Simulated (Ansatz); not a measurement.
Crystal: SnTe.

```
Te Sn
1.0
     0.00000    3.61115    3.61115
     3.61115    0.00000    3.61115
     3.61115    3.61115    0.00000
Te Sn
1 1
Direct
  0.25000 0.25000 0.25000
  0.00000 0.00000 0.00000
```

Measurements of this composition are mostly on another form, of space group No. 225.

Base run:

```yaml
Program: Ansatz 0.2.0
Functional: revPBE
Potentials_or_basis: Ansatz PAW
Cutoff: "420 eV (not typed: the program's choice for these potentials)"
k_mesh: 7 × 7 × 7
Occupations: fermi-dirac, width 0.05 eV
Spin: no spin polarisation
```

Its results: pressure 0.7 GPa.

Question: The run is repeated on the same cell with these changes: functional from revPBE to LDA. What comes out?

Answer: Pressure -2.2 GPa.

LDA binds more tightly than revPBE, so the same cell stands under less pressure.

Caveats: the PAW data sets come from PBE, with cores solved anew for the run's functional, which leaves a small shift of forces and pressure.
